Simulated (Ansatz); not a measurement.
# ZrN (Fm-3m): phonons

Level of theory: PBEsol, all-electron LAPW in Ansatz 0.2.0, scalar-relativistic.

The cell comes from a PAW relaxation under the same functional.

Command:

```sh
ansatz run input.yaml --threads 1 --pin off --max-ram 3072MiB --backend cpu --events-out ev --progress --plain --runs-dir out
```

input.yaml:

```yaml
crystal:
  lattice:
    - [0.0, 2.27636848156, 2.27636848156]
    - [2.27636848156, 0.0, 2.27636848156]
    - [2.27636848156, 2.27636848156, 0.0]
  atoms:
    - { symbol: Zr, position: [0.5, 0.5, 0.5] }
    - { symbol: "N", position: [0.0, 0.0, 0.0] }
kpoints:
  mp_grid: { grid: [14, 14, 14] }
scf:
  occupations: { method: fermi_dirac, width: 0.1 }
hamiltonian:
  xc: pbesol
  pseudopotentials: { kind: all_electron, lapw: { basis_error: 0.001 } }
phonons:
  qmesh: [2, 2, 2]
  qpath:
    path:
      - [0.0, 0.0, 0.0]
      - [0.5, 0.0, 0.5]
      - [0.625, 0.25, 0.625]
      - [0.375, 0.375, 0.75]
      - [0.0, 0.0, 0.0]
      - [0.5, 0.5, 0.5]
      - [0.5, 0.25, 0.75]
      - [0.5, 0.0, 0.5]
    npoints: 6
  temperatures: { t_min: 0, t_max: 1000, t_step: 100 }
```

The program printed:

```
Warning: RAYON_NUM_THREADS=1 ignored (pool sized by the plan → 1); use --threads N
LAPW: plane waves up to 8.913 Å⁻¹, error target 1.0e-3 eV per atom; small_component_spin mean_spin; N in spheres of 1.017 Å, 7 of its electrons in bands, Dirac shells []; Zr in spheres of 1.192 Å, 30 of its electrons in bands, ...
Engine: ansatz 0.2.0, x86_64-unknown-linux-gnu
Pseudopotentials: kind: all_electron
Pseudopotential: Zr, LAPW, valence charge 30, lapw/all_electron/scalar/gaussian/Zr, Koelling and Harmon's equation, gaussian nucleus
Pseudopotential: N, LAPW, valence charge 7, lapw/all_electron/scalar/gaussian/N, Koelling and Harmon's equation, gaussian nucleus
Functional definition: PBEsol
  exchange = pbesol_x
  correlation = pbesol_c
Crystal: 4 atoms, lattice volume = 47.183 Å³
Basis set: ecut = 302.69252902720433 eV, 555 PW (Γ), FFT grids on a1, a2, −a2+a3, exchange–correlation at level 2
Bands: 46, of which v1, the nominal top of the filled ones, is band 37 counted from 1 (36 counted from 0)
Symmetry: 24 space group operations
k-points: 144 of 1372
Non-local potential: Zr, projectors of the file, none
Non-local potential: N, projectors of the file, none
Initial density: superposition of atomic densities (chi_scale 0.1, normalization cell, long waves kept (reshape's long-wave potential 0.00 eV rms))
Initial wavefunctions: plane waves of lowest kinetic energy (no species holds an atomic orbital)
Functional: x = pbesol(κ = 0.804, μ = 0.12345679012345678), c = pbesol(β = 0.046)
iter 1 solved again at ethr=1.18e-2 eV; its pass at ethr=1.00e-1 eV (dr2=8.71e0 eV) is discarded
SCF iter   1: F=—  HF=-198724.595163 eV  |F-HF|=—  |Δ(HF+E_count)|=         —  Δρ=1.18e-1  dr2=8.71e0  ethr=1.18e-2  ⟨swp⟩=2.0  Hψ=44203  notcnv=0
preconditioner: auto → Kerker (q_TF=auto, 2.941 Å⁻¹)  [metal: Δε(μ)=0.032 eV  Ē_g=19.468 eV  σ=0.100 eV  W_gap=0.08  n_scr=22 (ndim 8)  ℏωp=29.6 eV  f_vac=0.000  D(μ)=1.32/eV (n_scr^D=2)]
[... 83 lines left out ...]
SCF converged after 11 iterations
Free energy (F): -198720.830831 eV
Harris-Foulkes:  -198720.830831 eV  (|F-HF|=5.82e-11)
Internal energy: -198720.784836 eV  (E = F + TS)
E sigma→0 (E₀):  -198720.807833 eV
Entropy (-TS):   -0.045995 eV (-11.499 meV/atom)
Fermi energy:    19.715499 eV
--- Per-component energies (eV) ---
  E_band       = -9415.307326
  E_kinetic    = 205135.399628
  E_xc         = -6478.240681
  E_electrostatic = -397377.943783  (all electrons and nuclei)
  E_smearing   = -0.045995  (= −TS)
  E_closure    = 0.000000  (closes the sum)
  Σ components = -198720.830831   (vs F -198720.830831, Δ=0.00e0)
  Basis errors (estimates in eV, not in F): energy 3.8e-4 per atom: plane waves 3.4e-4 (1.9e-4 summed), levels above the bands 1.5e-26, relativity 1.3e-8, radial functions 3.3e-5, core shells 1.1e-13; eigenvalues (radial ...
--- Forces (eV/Å), atoms counted from 1 ---
  atom   1  Zr     0.00000000     0.00000000     0.00000000
  atom   2  N      0.00000000     0.00000000    -0.00000000
  atom   3  Zr     0.00000000     0.00000000     0.00000000
  atom   4  N      0.00000000    -0.00000000    -0.00000000
  max |Σ_I F_I| component: 2.15e-27 eV/Å
--- Phonons: 4 displaced members + 2 references (amplitude of the first 0.01 Å, Σ member SCF iterations 33) ---
  ASR residual: 3.763e-4 → 0.000e0 eV/Å²; symmetrization residual: 1.399e-3 eV/Å²
  largest component of a force at the reference: 1.1e-27 eV/Å
  ASR residual per site (eV/Å²): 1.62e-4 3.76e-4
  Γ frequencies (cm⁻¹): 0.00 0.00 0.00 499.34 499.34 499.34
--- Phonons (by wavevector): 3 wavevectors in 2 supercells ---
  supercell 1 (2 cells, vectors [1, 0, 0], [0, 1, 0], [0, 0, 2] in multiples of the cell's): 2 displaced members by 0.01 Å; free energy -198720.830831 eV; taken off its force constants: by the sum rule 3.8e-4, by the ...
  symmetry images taken by strict's conditions (phonons.symmetry_images: auto; settled by no image being taken that strict refuses)
  supercell 2 (2 cells, vectors [1, 0, 0], [0, 1, -1], [0, 0, 2] in multiples of the cell's): 2 displaced members by 0.01 Å; free energy -198720.830831 eV; taken off its force constants: by the sum rule 5.1e-4, by the ...
  symmetry images taken by strict's conditions (phonons.symmetry_images: auto; settled by no image being taken that strict refuses)
  q = [0.0000, 0.0000, 0.0000] (star 1, supercell 1; hermiticity 0.00e0, symmetrization 2.64e-5): -0.00 0.00 0.00 499.34 499.34 499.34
  q = [0.0000, 0.0000, -0.5000] (star 4, supercell 1; hermiticity 1.14e-16, symmetrization 5.95e-16): 163.96 163.96 213.67 486.66 502.33 502.33
  q = [0.0000, -0.5000, -0.5000] (star 3, supercell 2; hermiticity 1.28e-16, symmetrization 6.74e-16): 201.84 201.84 238.38 467.06 487.50 487.50
  joined force constants: q→R imaginary residual 2.40e-17
  density of states and harmonic sums: on the 24×24×24 q-mesh, interpolated from the force constants of a 2×2×2 supercell (no non-analytic term)
  largest difference from the sums on the solved wave vectors: F 6.40e-2 eV, S 9.63e-5 and C_V 3.23e-5 eV/K
```

The run converged.

**Zone-centre phonons**

Harmonic phonons of a crystal by Kohn-Sham DFT at the given cell, standard atomic masses, acoustic sum rule imposed; negative wavenumbers are unstable modes; optical zone-centre levels upwards with Mulliken labels, activity, and the element with most of the kinetic energy.

```json
{
  "Point group": "m-3m"
}
```

```
number  phonon wavenumber (cm⁻¹)  label  infrared  raman  lead element
     1                     499.3    T1u       yes     no             N
```

Harmonic thermodynamics:

Sums over wave vectors interpolated from the q mesh.

| Property | Result |
| --- | --- |
| Zero point energy | 62.52 meV/atom |

```tsv
temperature (K)	phonon heat capacity (k_B/atom)	phonon entropy (k_B/atom)	phonon free energy (meV/atom)
100	0.9404	0.4793	61.31
200	1.88	1.448	53
300	2.37	2.315	36.67
400	2.61	3.033	13.53
500	2.739	3.631	-15.25
600	2.814	4.137	-48.78
700	2.861	4.575	-86.36
800	2.892	4.959	-127.5
900	2.914	5.301	-171.7
1000	2.93	5.609	-218.7
```

### Phonons on the q mesh

One row a degenerate set, branches counted upwards.

```
Unstable phonons : no
```

```
point  q a (r.l.u.)  q b (r.l.u.)  q c (r.l.u.)  branch  phonon wavenumber (cm⁻¹)  degeneracy
Gamma             0             0             0       4                     499.3           3
    L           0.5             0             0       1                       164           2
    L           0.5             0             0       3                     213.7           1
    L           0.5             0             0       4                     486.7           1
    L           0.5             0             0       5                     502.3           2
    X           0.5           0.5             0       1                     201.8           2
    X           0.5           0.5             0       3                     238.4           1
    X           0.5           0.5             0       4                     467.1           1
    X           0.5           0.5             0       5                     487.5           2
```

Keep in mind: responses of metals move with mesh and smearing; activity by symmetry alone, a metal screens infrared modes; coarse q mesh.

Cost: 19 min on 1 thread of Intel(R) Xeon(R) Platinum 8488C (Sapphire Rapids), with other jobs on the host, peak memory 2 GiB.
